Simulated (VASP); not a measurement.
# TiC (Fm-3m) in VASP: notebook

The runs below take TiC through relaxation of cell and atoms, with PBEsol.

Everything below comes from runs of VASP 6.6.1. Logs are shortened: lines on timing, memory, paths and dates and some standing lists are left out, and cuts for length are marked.

## 1. The structure

It takes space group Fm-3m (No. 225, cubic). The conventional cell has a = 4.319 Å, b = 4.319 Å, c = 4.319 Å, α = 90.00°, β = 90.00°, γ = 90.00°. Around Ti (site symmetry m-3m) lie 6 C at 2.16 Å. C (site symmetry m-3m) has 6 Ti at 2.16 Å as nearest neighbours.

## 2. Relaxation of cell and atoms, PBEsol

File INCAR:

```
ALGO     = Normal         # electronic algorithm
EDIFF    = 1E-6           # SCF threshold, eV
EDIFFG   = -0.01          # ionic threshold
ENCUT    = 600            # plane-wave cutoff, eV
GGA      = PS             # functional
IBRION   = 2              # ionic algorithm
ISIF     = 3              # what is computed and relaxed
ISMEAR   = 1              # smearing method
LASPH    = True           # aspherical terms in the spheres
LCHARG   = False          # write CHGCAR
LREAL    = False          # projectors in reciprocal space
LWAVE    = False          # write WAVECAR
NELM     = 80             # most SCF steps
NSW      = 90             # ionic steps
PREC     = Accurate       # precision mode
SIGMA    = 0.1            # smearing width, eV
```

File KPOINTS:

```
k-points
0
Gamma
  14 14 14
```

File POSCAR:

```
TiC
1.0
    0.0000000000      2.1593000000      2.1593000000
    2.1593000000      0.0000000000      2.1593000000
    2.1593000000      2.1593000000      0.0000000000
Ti C
1 1
Direct
    0.0000000000      0.0000000000      0.0000000000
    0.5000000000      0.5000000000      0.5000000000
```

Potentials or basis: VASP PAW PBE potentials, release 64 (Ti_sv, C).

On the command line:

```sh
$ cat potpaw_PBE.64/Ti_sv/POTCAR potpaw_PBE.64/C/POTCAR > POTCAR
$ mpirun -np 1 vasp_std > vasp.out
```

OUTCAR:

```text
EDIFF = 1E-6
   EDIFFG = -0.01
   ENCUT = 600
   GGA = PS
   IBRION = 2
   ISIF = 3
   ISMEAR = 1
   LASPH = True
   LREAL = False
   NELM = 80
   NSW = 90
   PREC = Accurate

 ion  position               nearest neighbor table
   1  0.000  0.000  0.000-   2 2.16   2 2.16   2 2.16   2 2.16   2 2.16   2 2.16
   2  0.500  0.500  0.500-   1 2.16   1 2.16   1 2.16   1 2.16   1 2.16   1 2.16

  LATTYP: Found a face centered cubic cell.
 ALAT       =     4.3186000000

  Lattice vectors:

 A1 = (   0.0000000000,   2.1593000000,   2.1593000000)
 A2 = (   2.1593000000,   0.0000000000,   2.1593000000)
 A3 = (   2.1593000000,   2.1593000000,   0.0000000000)

Analysis of symmetry for initial positions (statically):
=====================================================================
 Subroutine PRICEL returns:
 Original cell was already a primitive cell.

 Routine SETGRP: Setting up the symmetry group for a
 face centered cubic supercell.

 Subroutine GETGRP returns: Found 48 space group operations
 (whereof 48 operations were pure point group operations)
 out of a pool of 48 trial point group operations.

The static configuration has the point symmetry O_h .

Analysis of symmetry for dynamics (positions and initial velocities):
=====================================================================
 Subroutine PRICEL returns:
 Original cell was already a primitive cell.

 Routine SETGRP: Setting up the symmetry group for a
 face centered cubic supercell.

 Subroutine GETGRP returns: Found 48 space group operations
 (whereof 48 operations were pure point group operations)
 out of a pool of 48 trial point group operations.

The dynamic configuration has the point symmetry O_h .

 Subroutine INISYM returns: Found 48 space group operations
 (whereof 48 operations are pure point group operations),
 and found     1 'primitive' translations

----------------------------------------------------------------------------------------

                                     Primitive cell

  volume of cell :      20.1358

  direct lattice vectors                    reciprocal lattice vectors
     0.000000000  2.159300000  2.159300000    -0.231556523  0.231556523  0.231556523
     2.159300000  0.000000000  2.159300000     0.231556523 -0.231556523  0.231556523
     2.159300000  2.159300000  0.000000000     0.231556523  0.231556523 -0.231556523

  length of vectors
     3.053711345  3.053711345  3.053711345     0.401067663  0.401067663  0.401067663

  position of ions in fractional coordinates (direct lattice)
     0.000000000  0.000000000  0.000000000
     0.500000000  0.500000000  0.500000000

  ion indices of the primitive-cell ions
   primitive index   ion index
                 1           1
                 2           2

----------------------------------------------------------------------------------------

 KPOINTS: k-points

Automatic generation of k-mesh.
 Grid dimensions read from file:
 generate k-points for:   14   14   14

 Generating k-lattice:

  Cartesian coordinates                     Fractional coordinates (reciprocal lattice)
    -0.016539752  0.016539752  0.016539752     0.071428571  0.000000000  0.000000000
     0.016539752 -0.016539752  0.016539752     0.000000000  0.071428571  0.000000000
     0.016539752  0.016539752 -0.016539752     0.000000000  0.000000000  0.071428571

  Length of vectors
     0.028647690  0.028647690  0.028647690

  Shift w.r.t. Gamma in fractional coordinates (k-lattice)
     0.000000000  0.000000000  0.000000000

 Subroutine IBZKPT returns following result:
 ===========================================

 Found    104 irreducible k-points:

 Following reciprocal coordinates:
            Coordinates               Weight
  0.000000  0.000000  0.000000      1.000000
  0.071429  0.000000  0.000000      8.000000
  0.142857  0.000000  0.000000      8.000000
  0.214286  0.000000  0.000000      8.000000
  0.285714  0.000000  0.000000      8.000000
  0.357143  0.000000  0.000000      8.000000
[... 16 lines left out ...]
  0.214286  0.142857  0.000000     24.000000
  0.285714  0.142857  0.000000     24.000000
 [... further k-points ...]
   k-points           NKPTS =    104   k-points in BZ     NKDIM =    104   number of bands    NBANDS=     12
   number of dos      NEDOS =    301   number of ions     NIONS =      2
   total plane-waves  NPLWV =  13824
   dimension x,y,z NGX =    24 NGY =   24 NGZ =   24
   dimension x,y,z NGXF=    48 NGYF=   48 NGZF=   48
   ions per type =               1   1
   NGX,Y,Z   is equivalent  to a cutoff of  13.07, 13.07, 13.07 a.u.
   NGXF,Y,Z  is equivalent  to a cutoff of  26.13, 26.13, 26.13 a.u.
 SYSTEM =  unknown system
   PREC   = accura    normal or accurate (medium, high low for compatibility)
   ISTART =      0    job   : 0-new  1-cont  2-samecut
   ICHARG =      2    charge: 1-file 2-atom 10-const
   ISPIN  =      1    spin polarized calculation?
   LNONCOLLINEAR =      F non collinear calculations
   LSORBIT =      F    spin-orbit coupling
   LASPH  =      T    aspherical Exc in radial PAW
   ENCUT  =  600.0 eV  44.10 Ry    6.64 a.u.   6.10  6.10  6.10*2*pi/ulx,y,z
   NELM   =     80;   NELMIN=  2; NELMDL= -5     # of ELM steps
   EDIFF  = 0.1E-05   stopping-criterion for ELM
   LREAL  =      F    real-space projection
   EDIFFG = -.1E-01   stopping-criterion for IOM
   NSW    =     90    number of steps for IOM
   IBRION =      2    ionic relax: 0-MD 1-quasi-New 2-CG
   NFREE  =      1    steps in history (QN), initial steepest desc. (CG)
   ISIF   =      3    stress and relaxation
   ISYM   =      2    0-nonsym 1-usesym 2-fastsym
   POTIM  = 0.5000    time-step for ionic-motion
   TEBEG  =    0.0;   TEEND  =   0.0 temperature during run
   PSTRESS=    0.0 pullay stress
   NELECT =      16.0000    total number of electrons
   NUPDOWN=      -1.0000    fix difference up-down
   EMIN   =  10.00;   EMAX   =-10.00  energy-range for DOS
   EFERMI =   0.00;   METHOD = LEGACY
   ISMEAR =     1;   SIGMA  =   0.10  broadening in eV -4-tet -1-fermi 0-gaus
   EFERMI_NEDOS =   21; number of points for ismear=-14 and -15
   IALGO  =     38    algorithm
   IMIX   =      4    mixing-type and parameters
     AMIX     =   0.40;   BMIX     =  1.00
     AMIX_MAG =   1.60;   BMIX_MAG =  1.00
  volume/ion in A,a.u.               =      10.07        67.94
  Fermi-wavevector in a.u.,A,eV,Ry     =   1.516323  2.865436 31.283015  2.299237
  Thomas-Fermi vector in A             =   2.625728
   LORBIT       =      0    0 simple, 1 ext, 2 COOP (PROOUT), +10 PAW based schemes
   GGA     = PS    functional components
   LHFCALC =     F    Hartree Fock is set to
   AEXX    =    0.0000 exact exchange contribution
   IVDW    =     0    specifies the selected vdW correction
   LEPSILON=     F    determine dielectric tensor
   LRPA    =     F    only Hartree local field effects (RPA)
 conjugate gradient relaxation of ions
 non-spin polarized calculation
 Methfessel and Paxton  Order N= 1 SIGMA  =   0.10
  energy-cutoff  :      600.00
  volume of cell :       20.14
 maximum number of plane-waves:       692
   NGX = 13   NGY = 13   NGZ = 13

--------------------------------------- Ionic step        1  -------------------------------------------

 number of electron      16.0000002 magnetization

 Free energy of the ion-electron system (eV)
  ---------------------------------------------------
  ext. energy  EPLUGINS =         0.00000000
  ---------------------------------------------------
  free energy    TOTEN  =       -19.79791421 eV

  energy without entropy =      -19.79798577  energy(sigma->0) =      -19.79793806

------------------------ aborting loop because EDIFF is reached ----------------------------------------

  FORCE on cell =-STRESS in cart. coord.  units (eV):
  Direction    XX          YY          ZZ          XY          YZ          ZX
  --------------------------------------------------------------------------------------
  -------------------------------------------------------------------------------------
  Total       -0.5538810     -0.5538810     -0.5538810      0.0000000      0.0000000      0.0000000
  in kB      -44.0715236    -44.0715236    -44.0715236      0.0000000      0.0000000      0.0000000
  external PRESSURE =     -44.0715236 kB  Pullay stress =       0.0000000 kB

 VOLUME and BASIS-vectors are now :
 -----------------------------------------------------------------------------
  energy-cutoff  :      600.00
  volume of cell :       20.14
      direct lattice vectors                 reciprocal lattice vectors
     0.000000000  2.159300000  2.159300000    -0.231556523  0.231556523  0.231556523
     2.159300000  0.000000000  2.159300000     0.231556523 -0.231556523  0.231556523
     2.159300000  2.159300000  0.000000000     0.231556523  0.231556523 -0.231556523
[... 37 lines left out ...]
 POSITION                                       TOTAL-FORCE (eV/Angst)
 -----------------------------------------------------------------------------------
      0.00000      0.00000      0.00000         0.000000      0.000000      0.000000
      2.13045      2.13045      2.13045        -0.000000     -0.000000     -0.000000
 -----------------------------------------------------------------------------------
    total drift:                                0.000000     -0.000000     -0.000000

  FREE ENERGIE OF THE ION-ELECTRON SYSTEM (eV)
  ---------------------------------------------------
  free  energy   TOTEN  =       -19.7936947089 eV

  energy  without entropy=      -19.7936900597  energy(sigma->0) =      -19.79369316

--------------------------------------- Ionic step        3  -------------------------------------------

 number of electron      16.0000003 magnetization

 Free energy of the ion-electron system (eV)
  ---------------------------------------------------
  ext. energy  EPLUGINS =         0.00000000
  ---------------------------------------------------
  free energy    TOTEN  =       -19.80267451 eV

  energy without entropy =      -19.80272192  energy(sigma->0) =      -19.80269031

 E-fermi :   9.6081     XC(G=0): -12.9945

 val. band max:        9.6079421888   @ k =   0.5000   0.5000   0.0000
 cond. band min:       9.6642925157   @ k =   0.4286   0.3571   0.0000
 fundamental gap:      0.0563503269
 Fermi energy:         9.6080704509

 k-point     1 :       0.0000    0.0000    0.0000
  band No.  band energies     occupation
      1     -46.6470      2.00000
      2     -22.7597      2.00000
      3     -22.7597      2.00000
      4     -22.7597      2.00000
      5      -2.8789      2.00000
      6      10.2801     -0.00000
      7      10.2801     -0.00000
      8      10.2801     -0.00000
      9      11.3467     -0.00000
     10      11.3467     -0.00000
     11      11.3467     -0.00000
     12      11.3892     -0.00000

 k-point     2 :       0.0714    0.0000    0.0000
  band No.  band energies     occupation
      1     -46.6429      2.00000
      2     -22.7885      2.00000
      3     -22.7623      2.00000
      4     -22.7623      2.00000
      5      -2.7590      2.00000
      6       9.7233     -0.06912
      7       9.9962     -0.00000
      8       9.9962     -0.00000
      9      10.6339     -0.00000
     10      10.6339     -0.00000
     11      11.6371      0.00000
     12      12.5621      0.00000
[... 316 lines left out ...]
 k-point    24 :       0.2857    0.1429    0.0000
  band No.  band energies     occupation
      1     -46.5970      2.00000
      2     -23.0349      2.00000
      3     -22.8273      2.00000
      4     -22.8179      2.00000
      5      -1.3737      2.00000
      6       6.3722      2.00000
      7       7.9037      2.00000
      8       8.4700      2.00000
      9      10.4239     -0.00000
     10      11.9807      0.00000
     11      13.1330      0.00000
     12      14.2910      0.00000

 [... further k-points ...]
[... 5 lines left out ...]
  --------------------------------------------------------------------------------------
  -------------------------------------------------------------------------------------
  Total       -0.0024072     -0.0024072     -0.0024072      0.0000000      0.0000000      0.0000000
  in kB       -0.1948195     -0.1948195     -0.1948195      0.0000000      0.0000000      0.0000000
  external PRESSURE =      -0.1948195 kB  Pullay stress =       0.0000000 kB

 VOLUME and BASIS-vectors are now :
 -----------------------------------------------------------------------------
  energy-cutoff  :      600.00
  volume of cell :       19.80
      direct lattice vectors                 reciprocal lattice vectors
     0.000000000  2.147105772  2.147105772    -0.232871620  0.232871620  0.232871620
     2.147105772 -0.000000000  2.147105772     0.232871620 -0.232871620  0.232871620
     2.147105772  2.147105772  0.000000000     0.232871620  0.232871620 -0.232871620

 POSITION                                       TOTAL-FORCE (eV/Angst)
 -----------------------------------------------------------------------------------
      0.00000      0.00000      0.00000         0.000000      0.000000      0.000000
      2.14711      2.14711      2.14711        -0.000000      0.000000     -0.000000
 -----------------------------------------------------------------------------------
    total drift:                                0.000000     -0.000000     -0.000000

  FREE ENERGIE OF THE ION-ELECTRON SYSTEM (eV)
  ---------------------------------------------------
  free  energy   TOTEN  =       -19.8026745090 eV

  energy  without entropy=      -19.8027219172  energy(sigma->0) =      -19.80269031

 reached required accuracy - stopping structural energy minimisation
```

Run time: 37 s. Hardware: 1 thread of Intel Xeon Platinum 8488C (Sapphire Rapids), shared host; peak memory 0.16 GiB.

What came out:

| Item | Value |
| --- | --- |
| Free energy | -19.8027 eV |
| Relaxed volume | 9.90 Å³/atom |
| Relaxed cell | a = 3.036 Å, b = 3.036 Å, c = 3.036 Å, α = 60.00°, β = 60.00°, γ = 60.00° |
| Space group after relaxing (to 0.05 Å) | Fm-3m (No. 225) |
| Energy gained by relaxing | 2.4 meV/atom |
| Ionic steps | 3 |
| Pressure after relaxing | 0.0 GPa |
| Band gap on the k mesh | none (metal or under the smearing width) |

Step by step:
```csv
step,energy change (eV),largest force (eV/Å),pressure (GPa),volume (Å³)
1,0.0000,0.0000,-4.41,20.14
2,0.0042,0.0000,6.42,19.34
3,-0.0048,0.0000,-0.02,19.80
```

Final structure:
```
Ti C
1.0
     0.00000    2.14711    2.14711
     2.14711    0.00000    2.14711
     2.14711    2.14711    0.00000
Ti C
1 1
Direct
  0.00000 0.00000 0.00000
  0.50000 0.50000 0.50000
```

Caveat: the PAW data sets were made with another functional, which shifts forces and pressure a little.

## 3. Relaxation of cell and atoms, PBEsol

This run uses another cell than the first one, of 9.90 Å³/atom, 0.983 times its volume.

INCAR, as its differences from that of step 2:

```diff
@@ -1,4 +1,4 @@
 ALGO     = Normal         # electronic algorithm
-EDIFF    = 1E-6           # SCF threshold, eV
-EDIFFG   = -0.01          # ionic threshold
+EDIFF    = 1E-7           # SCF threshold, eV
+EDIFFG   = -0.005         # ionic threshold
 ENCUT    = 600            # plane-wave cutoff, eV
```

KPOINTS is that of step 2.

File POSCAR:

```
TiC                                     
1.0
    0.0000000000      2.1471057723      2.1471057723
    2.1471057723     -0.0000000000      2.1471057723
    2.1471057723      2.1471057723      0.0000000000
  Ti              C             
     1     1
Direct
     0.0000000000000000    0.0000000000000000    0.0000000000000000
     0.5000000000000000    0.5000000000000000    0.5000000000000000
```

Potentials or basis: VASP PAW PBE potentials, release 64 (Ti_sv, C).

On the command line:

```sh
$ cat potpaw_PBE.64/Ti_sv/POTCAR potpaw_PBE.64/C/POTCAR > POTCAR
$ mpirun -np 1 vasp_std > vasp.out
```

It took 19 s on 1 thread of Intel Xeon Platinum 8488C (Sapphire Rapids), shared host; peak memory 0.16 GiB.

Results (log left out):

| Quantity | Value |
| --- | --- |
| Free energy | -19.8022 eV |
| Pressure after relaxing | 0.0 GPa |
| Band gap on the k mesh | none (metal or under the smearing width) |

Final structure:
```
CELL_PARAMETERS angstrom
0.00000 2.14711 2.14711
2.14711 0.00000 2.14711
2.14711 2.14711 0.00000
ATOMIC_POSITIONS crystal
Ti 0.00000 0.00000 0.00000
C 0.50000 0.50000 0.50000
```

Levels at points of the mesh, in eV from the Fermi level:
```
           k point  band 5  band 6  band 7  band 8  band 9  band 10  band 11  band 12
(0.00, 0.00, 0.00)  -12.49    0.67    0.67    0.67    1.74     1.74     1.74     1.78
(0.50, 0.00, 0.00)   -8.84   -5.99   -2.98   -2.98    3.02     3.02     4.26     8.30
(0.50, 0.50, 0.00)  -10.16   -3.46   -1.75    0.00    0.00     2.83     3.65     3.65
```

Caveat: the relaxation stopped at its first step, so nothing moved; the PAW data sets were made with another functional, which shifts forces and pressure a little.
